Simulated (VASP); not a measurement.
# GaN: input slips in a phonon run and what they do, part 3 of 3

Aim: see how common mistakes in a phonon run show up, on GaN. The starting structure is a measured crystal structure from the Crystallography Open Database.

VASP 6.6.1.

Results so far: reference B1 (2) 697.8 cm⁻¹; finite displacements, else as the reference B1 (2) 697.3 cm⁻¹; a loose electronic threshold B1 (2) 703.2 cm⁻¹.

### Step 5. Modes with a cutoff far too low

Level of this step: LDA; plane waves and PAW (Ga_d, N) (VASP).

A slip made on purpose: a cutoff far too low. Against step 2 the input has ENCUT = 220 (also changed: NELM).

File INCAR:

```
SYSTEM = GaN
PREC = Accurate
ENCUT = 220
EDIFF = 1E-08
NELM = 60
ISMEAR = 0
SIGMA = 0.03
LREAL = .FALSE.
ALGO = Normal
GGA = CA
NBANDS = 24
LORBIT = 11
LWAVE = .FALSE.
LCHARG = .FALSE.
KPAR = 8
IBRION = 8
LEPSILON = .TRUE.
LPEAD = .TRUE.
ISIF = 2
```

File POSCAR:

```
GaN
1.0
    3.1576066445      0.0000000000      0.0000000000
   -1.5788033222      2.7345675693      0.0000000000
    0.0000000000      0.0000000000      5.1476666732
Ga N
2 2
Direct
    0.3333333333      0.6666666667      0.0917883034
    0.6666666667      0.3333333333      0.5917883034
    0.3333333333      0.6666666667      0.4682116966
    0.6666666667      0.3333333333      0.9682116966
```

File KPOINTS:

```
Automatic mesh
0
Gamma
12 12 6
0 0 0
```

PAW data sets: Ga_d and N (LDA family, release 64).

Started as:

```bash
mpirun -np 8 vasp_std
```

The program printed:

```text
[... set-up lines as in an earlier step ...]
 entering main loop
       N       E                     dE             d eps       ncg     rms          rms(c)
DAV:   1     0.161617617644E+03    0.16162E+03   -0.11371E+04  4160   0.153E+03
DAV:   2    -0.152284439526E+02   -0.17685E+03   -0.17012E+03  4144   0.323E+02
DAV:   3    -0.295003849828E+02   -0.14272E+02   -0.14207E+02  4336   0.871E+01
DAV:   4    -0.297401804559E+02   -0.23980E+00   -0.23964E+00  4488   0.121E+01
[...]
DAV:  14    -0.273255700804E+02    0.18352E-06   -0.64033E-07  5696   0.107E-02    0.176E-03
DAV:  15    -0.273255699984E+02    0.82061E-07   -0.25714E-07  4456   0.835E-03    0.870E-04
DAV:  16    -0.273255699998E+02   -0.14234E-08   -0.15885E-08  2800   0.177E-03
   1 F= -.27325570E+02 E0= -.27325570E+02  d E =-.450867E-12
 Linear response reoptimize wavefunctions to high precision
DAV:   1    -0.273255700041E+02   -0.43456E-08   -0.63042E-09  3688   0.121E-03
DAV:   2    -0.273255700043E+02   -0.13279E-09   -0.10447E-09  2048   0.215E-04
[...]
RMM:  12    -0.214676775646E+00    0.33969E-08    0.92797E-09 41473   0.137E-05    0.534E-07
 first order change of Fermi-energy  -0.33833E-04
 force on displaced ion       3 direction 1 : -14.701   0.001   0.000
 Born effective charge ion    3 direction 1 :  -2.586   0.000  -0.000
 Linear response progress:
  Degree of freedom:   4/  4
       N       E                     dE             d eps       ncg     rms          rms(c)
RMM:   1    -0.229464998013E+00   -0.22946E+00    0.22741E-01 12350   0.297E+00
RMM:   2    -0.228265657412E+00    0.11993E-02   -0.17232E-02  8262   0.917E-01    0.257E-01
RMM:   3    -0.228763318092E+00   -0.49766E-03   -0.24431E-03  8907   0.336E-01    0.133E-01
RMM:   4    -0.229779662159E+00   -0.10163E-02   -0.46398E-04  9681   0.141E-01    0.345E-02
[...]
RMM:  12    -0.230134571283E+00    0.17604E-07   -0.34557E-08  9392   0.366E-05    0.991E-07
RMM:  13    -0.230134646872E+00   -0.75590E-07   -0.17110E-08  9448   0.192E-05    0.182E-07
RMM:  14    -0.230134624325E+00    0.22548E-07   -0.88965E-09  7736   0.140E-05    0.836E-08
 first order change of Fermi-energy  -0.97180E-01
 force on displaced ion       3 direction 3 :   0.000  -0.000 -17.772
 Born effective charge ion    3 direction 3 :   0.000   0.000  -2.736
 Born effective charges drift removed
 Linear response finished
```

Elapsed: 2.9 min, on 8 MPI ranks of AMD EPYC 7R43, shared host; peak memory 3.1 GiB; 23 min of CPU time.

OUTCAR, selected parts (step 5):

```text
  Total      -24.0048363    -24.0048363    -23.9383836     -0.0000000      0.0000000      0.0000000
  in kB     -865.2711595   -865.2711596   -862.8758236     -0.0000000      0.0000000      0.0000000
  external PRESSURE =    -864.4727142 kB  Pullay stress =       0.0000000 kB

 POSITION                                       TOTAL-FORCE (eV/Angst)
 -----------------------------------------------------------------------------------
     -0.00000      1.82305      0.47250        -0.000000     -0.000000      0.002778
      1.57880      0.91152      3.04633        -0.000000      0.000000      0.002778
     -0.00000      1.82305      2.41020        -0.000000     -0.000000     -0.002778
      1.57880      0.91152      4.98403         0.000000      0.000000     -0.002778
 -----------------------------------------------------------------------------------
    total drift:                                0.000008      0.000013     -0.002571

 MACROSCOPIC STATIC DIELECTRIC TENSOR (including local field effects in DFT)
 ------------------------------------------------------
           6.125865     0.000000     0.000000
           0.000000     6.125865     0.000000
           0.000000     0.000000     6.332921
 ------------------------------------------------------

 MACROSCOPIC STATIC DIELECTRIC TENSOR IONIC CONTRIBUTION
 ------------------------------------------------------
           3.827616     0.000000     0.000000
           0.000000     3.827616     0.000000
           0.000000     0.000000     4.685922
 ------------------------------------------------------

[... 1 part as in an earlier step ...]

[... 1 further part left out ...]
```

With a cutoff far too low the modes are at the top B1 (2) 663.1, E2 (2) 577.8 cm⁻¹, at the bottom B1 (1) 339.4, E2 (1) 140.2 cm⁻¹, with 2 more of the listed ones between; the largest shift is -34.7 cm⁻¹, in B1 (2), from the reference.

### Step 6. Modes with perturbation theory asked for with a meta-GGA

A slip made on purpose: perturbation theory asked for with a meta-GGA. Against step 2 the input has METAGGA = R2SCAN, LASPH = .TRUE. and no GGA (also changed: NELM).

INCAR: that of step 5 with these lines changed.

```diff
@@ -2,3 +2,3 @@
 PREC = Accurate
-ENCUT = 220
+ENCUT = 520
 EDIFF = 1E-08
@@ -9,3 +9,2 @@
 ALGO = Normal
-GGA = CA
 NBANDS = 24
@@ -19 +18,3 @@
 ISIF = 2
+METAGGA = R2SCAN
+LASPH = .TRUE.
```

POSCAR is that of step 5.

KPOINTS is that of step 5.

Started as:

```bash
mpirun -np 8 vasp_std
```

The program printed:

```text
[banner, memory and clock lines left out]
running    8 mpi-ranks, on    1 nodes
[...]
[... a notice as in an earlier step ...]

|                                                                             |
|               ----> ADVICE to this user running VASP <----                  |
|                                                                             |
|     You enforced a specific xc type in the INCAR file but a different       |
|     [... a line on the potential file left out ...]
|     I HOPE YOU KNOW WHAT YOU ARE DOING!                                     |
|                                                                             |

 LDA part: xc-table for (None), standard interpolation
 POSCAR, INCAR and KPOINTS ok, starting setup
[...]
entering main loop
       N       E                     dE             d eps       ncg     rms          rms(c)
DAV:   1    -0.114255966660E+02   -0.11426E+02   -0.18648E+04  3872   0.290E+03
DAV:   2    -0.290929738173E+03   -0.27950E+03   -0.26697E+03  4080   0.539E+02
[...]
1 F= -.31402454E+03 E0= -.31402454E+03  d E =-.603241E-14
|                                                                             |
|     EEEEEEE  RRRRRR   RRRRRR   OOOOOOO  RRRRRR      ###     ###     ###     |
|     E        R     R  R     R  O     O  R     R     ###     ###     ###     |
|     E        R     R  R     R  O     O  R     R     ###     ###     ###     |
|     EEEEE    RRRRRR   RRRRRR   O     O  RRRRRR       #       #       #      |
|     E        R   R    R   R    O     O  R   R                               |
|     E        R    R   R    R   O     O  R    R      ###     ###     ###     |
|     EEEEEEE  R     R  R     R  OOOOOOO  R     R     ###     ###     ###     |
|                                                                             |
|     You have switched on METAGGA and linear-response routines. This         |
|     combination is currently not supported. If you have selected            |
|     LEPSILON=.TRUE., you can try using LCALCEPS=.TRUE. instead. In all      |
|     other cases, VASP will stop. SOOO sorry...                              |
|                                                                             |
|       ---->  I REFUSE TO CONTINUE WITH THIS SICK JOB ... BYE!!! <----       |
|                                                                             |

1
1
1
1
1
1
1
1
```

Run time: 1.7 min. Hardware: 8 MPI ranks.

VASP stopped with this message: “You have switched on METAGGA and linear-response routines. This combination is currently not supported. If you have selected LEPSILON=.TRUE., you can try using LCALCEPS=.TRUE. instead”.

### Step 7. Modes with a structure that was not relaxed

A slip made on purpose: a structure that was not relaxed. Against step 2 the input has another starting structure (also changed: NELM).

INCAR: that of step 6 with these lines changed.

```diff
@@ -9,2 +9,3 @@
 ALGO = Normal
+GGA = CA
 NBANDS = 24
@@ -18,3 +19 @@
 ISIF = 2
-METAGGA = R2SCAN
-LASPH = .TRUE.
```

File POSCAR:

```
GaN
1.0
    3.1972000000      0.0000000000      0.0000000000
   -1.5986000000      2.7688564210      0.0000000000
    0.0000000000      0.0000000000      5.2070000000
Ga N
2 2
Direct
    0.3333333333      0.6666666667      0.0912000000
    0.6666666667      0.3333333333      0.5912000000
    0.3333333333      0.6666666667      0.4688000000
    0.6666666667      0.3333333333      0.9688000000
```

KPOINTS is that of step 6.

Started as:

```bash
mpirun -np 8 vasp_std
```

The program printed:

```text
[... set-up lines as in an earlier step ...]
 entering main loop
       N       E                     dE             d eps       ncg     rms          rms(c)
DAV:   1     0.273619723114E+03    0.27362E+03   -0.18156E+04  3848   0.278E+03
DAV:   2     0.213294036870E+01   -0.27149E+03   -0.25897E+03  3992   0.522E+02
DAV:   3    -0.308716855145E+02   -0.33005E+02   -0.32723E+02  4296   0.144E+02
DAV:   4    -0.318646345512E+02   -0.99295E+00   -0.99123E+00  4528   0.274E+01
[...]
DAV:  20    -0.278754660812E+02    0.10764E-05   -0.29703E-06  6192   0.174E-02    0.309E-03
DAV:  21    -0.278754660924E+02   -0.11215E-07   -0.42197E-07  5008   0.461E-03    0.403E-04
DAV:  22    -0.278754661004E+02   -0.79899E-08   -0.26202E-08  3240   0.118E-03
   1 F= -.27875466E+02 E0= -.27875466E+02  d E =-.183602E-15
 Linear response reoptimize wavefunctions to high precision
DAV:   1    -0.278754661033E+02   -0.28886E-08   -0.36001E-09  2888   0.422E-04
DAV:   2    -0.278754661033E+02   -0.51841E-10   -0.20719E-10  1976   0.118E-04
 Linear response to external field (no local field effect), progress :
[...]
RMM:  14    -0.229182909921E+00   -0.15031E-07   -0.10147E-08 32396   0.428E-06    0.973E-08
 first order change of Fermi-energy  -0.22699E-04
 force on displaced ion       3 direction 1 : -12.858   0.000   0.000
 Born effective charge ion    3 direction 1 :  -2.597   0.000  -0.000
 Linear response progress:
  Degree of freedom:   4/  4
       N       E                     dE             d eps       ncg     rms          rms(c)
RMM:   1    -0.246726582294E+00   -0.24673E+00    0.15768E-01 12422   0.329E+00
RMM:   2    -0.241528279385E+00    0.51983E-02   -0.12759E-02  7983   0.107E+00    0.136E-01
RMM:   3    -0.242309914880E+00   -0.78164E-03   -0.30729E-03  8603   0.399E-01    0.638E-02
RMM:   4    -0.243152810582E+00   -0.84290E-03   -0.53088E-04  9244   0.163E-01    0.181E-02
[...]
RMM:  12    -0.243317305250E+00    0.12501E-06    0.57175E-08  9549   0.317E-05    0.187E-06
RMM:  13    -0.243317352616E+00   -0.47366E-07   -0.50251E-08  9678   0.128E-05    0.577E-07
RMM:  14    -0.243317348807E+00    0.38092E-08    0.36096E-09  8696   0.770E-06    0.208E-07
 first order change of Fermi-energy   0.51609E+00
 force on displaced ion       3 direction 3 :  -0.000  -0.000 -16.658
 Born effective charge ion    3 direction 3 :   0.000   0.000  -2.738
 Born effective charges drift removed
 Linear response finished
```

The job ended after 9.6 min (8 MPI ranks; peak memory 8.7 GiB; 77 min of CPU time).

OUTCAR, selected parts (step 7):

```text
  Total       -1.9344409     -1.9344409     -1.9791159      0.0000000      0.0000000     -0.0000000
  in kB      -67.2369842    -67.2369842    -68.7897904      0.0000000      0.0000000     -0.0000000
  external PRESSURE =     -67.7545863 kB  Pullay stress =       0.0000000 kB

 POSITION                                       TOTAL-FORCE (eV/Angst)
 -----------------------------------------------------------------------------------
     -0.00000      1.84590      0.47488         0.000000      0.000000      0.052713
      1.59860      0.92295      3.07838         0.000000     -0.000000      0.052713
     -0.00000      1.84590      2.44104        -0.000000     -0.000000     -0.052713
      1.59860      0.92295      5.04454         0.000000      0.000000     -0.052713
 -----------------------------------------------------------------------------------
    total drift:                               -0.000001     -0.000001      0.002075

 MACROSCOPIC STATIC DIELECTRIC TENSOR (including local field effects in DFT)
 ------------------------------------------------------
           5.772050     0.000000     0.000000
           0.000000     5.772050     0.000000
           0.000000    -0.000000     5.947882
 ------------------------------------------------------

 MACROSCOPIC STATIC DIELECTRIC TENSOR IONIC CONTRIBUTION
 ------------------------------------------------------
           4.327072     0.000000    -0.000000
           0.000000     4.327072     0.000000
          -0.000000     0.000000     5.437734
 ------------------------------------------------------

[... 1 part as in an earlier step ...]

[... 1 further part left out ...]
```

With a structure that was not relaxed the modes are at the top B1 (2) 661.2, E2 (2) 540.6 cm⁻¹, at the bottom B1 (1) 322.7, E2 (1) 140.8 cm⁻¹, with 2 more of the listed ones between; the largest shift is -36.6 cm⁻¹, in B1 (2), from the reference.

### Step 8. All runs side by side

```tsv
run	ended	B1 (2)	E2 (2)	E1	A1	B1 (1)	E2 (1)	method	core minutes
reference	converged	697.8	570.3	561.4	539.0	337.2	140.0	perturbation theory	76.7
finite displacements, else as the reference	converged	697.3	570.1	561.1	539.1	336.2	139.6	finite displacements	44.0
a loose electronic threshold	converged	703.2	565.4	559.3	541.2	339.4	149.1	finite displacements	19.3
a cutoff far too low	converged	663.1	577.8	576.0	550.5	339.4	140.2	perturbation theory	23.3
perturbation theory asked for with a meta-GGA	stopped by VASP	-	-	-	-	-	-	perturbation theory	13.9
a structure that was not relaxed	converged	661.2	540.6	534.4	502.4	322.7	140.8	perturbation theory	76.7
```

Modes are in cm⁻¹, degenerate ones as one, matched between runs by symmetry and order. A number in brackets counts the listed modes of one symmetry from the lowest. The symmetry labels come from an automatic analysis and can be wrong where levels nearly coincide. Core minutes are wall time times ranks of the run shown, on a shared host.

### Step 9. Outcome

```yaml
b1_2_reference: 697.8 cm⁻¹
e2_1_reference: 140.0 cm⁻¹
b1_2_finite_displacements_else_as_the_reference: 697.3 cm⁻¹
e2_1_finite_displacements_else_as_the_reference: 139.6 cm⁻¹
b1_2_a_loose_electronic_threshold: 703.2 cm⁻¹
e2_1_a_loose_electronic_threshold: 149.1 cm⁻¹
b1_2_a_cutoff_far_too_low: 663.1 cm⁻¹
e2_1_a_cutoff_far_too_low: 140.2 cm⁻¹
b1_2_a_structure_that_was_not_relaxed: 661.2 cm⁻¹
e2_1_a_structure_that_was_not_relaxed: 140.8 cm⁻¹
run_with_perturbation_theory_asked_for_with_a_meta_gga: stopped by VASP
```

VASP stopped by itself in the run with perturbation theory asked for with a meta-GGA. Finished, but with signs in the output that stand out against the reference: a loose electronic threshold, with modes off by up to +10 cm⁻¹, in E2 (1) (signs: a pressure of 0.2 GPa on the undisplaced cell and a translation at -5 cm⁻¹ instead of zero); a cutoff far too low, with modes off by up to -35 cm⁻¹, in B1 (2) (signs: a pressure of -86.4 GPa on the undisplaced cell); a structure that was not relaxed, with modes off by up to -37 cm⁻¹, in B1 (2) (signs: a pressure of -6.8 GPa on the undisplaced cell and forces of up to 0.05 eV/Å on the undisplaced atoms). Runs with finite displacements are held against the sound run of that kind. The dielectric constants and Born charges in the logs aren't compared here; at a small gap they can be far off, and in a run without a gap they mean nothing. The frequencies are harmonic, and the splitting of polar modes by their long-range field is left out. Further runs on this material are not shown.

[Lines on the potential files, build, host, timing and source positions are cut from VASP's logs without a mark.]

[Logs are printed without paths, hosts, clocks, repeated set-up lines and the standing remarks that a program may print on its own settings, such as how far it seeks lower states.]

[Hosts, paths, dates, database ids (printed as entryN), source tags and the programs' standing remarks are cut or masked in the printed files.]
